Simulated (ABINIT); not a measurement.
SiNi3:

```xyz
4
Lattice="3.5420 0.0000 0.0000 0.0000 3.5420 0.0000 0.0000 0.0000 3.5420" Properties=species:S:1:pos:R:3 pbc="T T T"
Ni    1.7710    1.7710    0.0000
Ni    1.7710    0.0000    1.7710
Ni    0.0000    1.7710    1.7710
Si    0.0000    0.0000    0.0000
```

Base run:

```yaml
Program: ABINIT 10.8.3 (patched build)
Functional: PBE
Potentials_or_basis: JTH PAW PBE v2.0
Cutoff: 1116 eV
k_mesh: 5 × 5 × 5
Occupations: fermi-dirac, width 0.2 eV
Spin: collinear spin, ferromagnetic start
Starting_moments: "[1.0, 1.0, 1.0, 0.0] μB"
```

Its results: band gap on the k mesh none (metal or under the smearing width); pressure -4.6 GPa; net moment 0.00 μB per cell.

Problem. The run is repeated on the same cell with these changes: occupations from fermi-dirac, width 0.2 eV to cold-b (ABINIT), width 0.2 eV. What comes out?

Solution. Band gap on the k mesh none (metal or under the smearing width); pressure -5.6 GPa; net moment 0.00 μB per cell.

Caveats: small starting moments can end in a higher magnetic state in this program.
